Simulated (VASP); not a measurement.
## A VASP 6.6.1 single-point calculation on CaO

INCAR

```
LASPH = .TRUE.
NBANDS = 15
METAGGA = M06L
LREAL = .FALSE.
LWAVE = .FALSE.
ISIF = 2
ALGO = Normal
LCHARG = .FALSE.
NELM = 69
PREC = Accurate
SIGMA = 0.01
ENCUT = 520
EDIFF = 1E-7
ADDGRID = .TRUE.
IBRION = -1
NSW = 0
ISMEAR = 0
```

KPOINTS

```
KPOINTS created by Atomic Simulation Environment
0
Gamma
10 10 10
0 0 0
```

POSCAR

```
Ca O
 1.0000000000000000
     0.0000000000000000    2.3016481089999998    2.3016481089999998
     2.3016481089999998    0.0000000000000000    2.3016481089999998
     2.3016481089999998    2.3016481089999998    0.0000000000000000
 Ca  O
   1   1
Cartesian
  0.0000000000000000  0.0000000000000000  0.0000000000000000
  2.3016481089999998  2.3016481089999998  2.3016481089999998
```

The recommended PBE PAW datasets give the neutral cell 16 valence electrons.

Command

```
mpirun -np 1 vasp_std
```

OSZICAR

```
N       E                     dE             d eps       ncg     rms          rms(c)
DAV:   1    -0.179242303447E+14   -0.17924E+14   -0.14659E+14  2303   0.181E+12
DAV:   2    -0.233474147212E+14   -0.54232E+13   -0.49694E+13  2146   0.518E+12
DAV:   3    -0.245481442303E+14   -0.12007E+13   -0.10634E+13  2820   0.206E+12
DAV:   4    -0.247089120609E+14   -0.16077E+12   -0.14561E+12  2740   0.667E+11
DAV:   5    -0.247418059918E+14   -0.32894E+11   -0.22808E+11  2741   0.292E+11    0.890E+01
DAV:   6     0.205660606414E+03    0.24742E+14   -0.63179E+04  2820   0.887E+02    0.107E+02
DAV:   7    -0.991632671746E+02   -0.30482E+03   -0.41913E+03  1760   0.548E+02    0.264E+01
DAV:   8    -0.254598642602E+02    0.73703E+02   -0.19121E+03  1410   0.498E+02    0.331E+01
DAV:   9    -0.342681155281E+03   -0.31722E+03   -0.27255E+03  2820   0.151E+02    0.551E+01
DAV:  10    -0.210814544091E+03    0.13187E+03   -0.18830E+04  2031   0.120E+03    0.133E+02
...
DAV:  61    -0.201937610134E+02    0.44980E+00   -0.26162E+00  1680   0.239E+01    0.287E+00
DAV:  62    -0.201548103706E+02    0.38951E-01   -0.57795E-01  1482   0.850E+00    0.268E+00
DAV:  63    -0.204451182781E+02   -0.29031E+00   -0.46438E-01  1438   0.775E+00    0.349E+00
DAV:  64    -0.203708610952E+02    0.74257E-01   -0.50378E-02  1529   0.295E+00    0.358E+00
DAV:  65    -0.202243411532E+02    0.14652E+00   -0.42240E-02  1718   0.289E+00    0.368E+00
DAV:  66    -0.202106668831E+02    0.13674E-01   -0.10208E-01  1522   0.429E+00    0.306E+00
DAV:  67    -0.202304148918E+02   -0.19748E-01   -0.11346E-02  1599   0.118E+00    0.299E+00
DAV:  68    -0.203052497440E+02   -0.74835E-01   -0.27775E-02  1410   0.157E+00    0.283E+00
DAV:  69    -0.205047332411E+02   -0.19948E+00   -0.33044E-01  1410   0.449E+00
   1 F= -.20504733E+02 E0= -.20504733E+02  d E =-.253635E-60
```

Standard output (part)

```
POSCAR found type information on POSCAR CaO
 POSCAR found :  2 types and       2 ions
 LDA part: xc-table for (None), standard interpolation
 POSCAR, INCAR and KPOINTS ok, starting setup
 WAVECAR not read
 entering main loop
 the old and the new charge density differ
    0.890E+01
 the old and the new charge density differ
    0.107E+02
|     The electronic self-consistency was not achieved in the given           |
|     number of steps (NELM). The forces and other quantities evaluated       |
|     might not be reliable so examine the results carefully. If you find     |
|     spurious results, we suggest increasing NELM, if you were close to      |
|     convergence or switching to a different ALGO or adjusting the           |
|     density mixing parameters otherwise.                                    |
```

It didn't converge.

The run took about 3.3 min on one core of a shared host (Intel Xeon Platinum 8488C) and held 0.23 GiB at most.
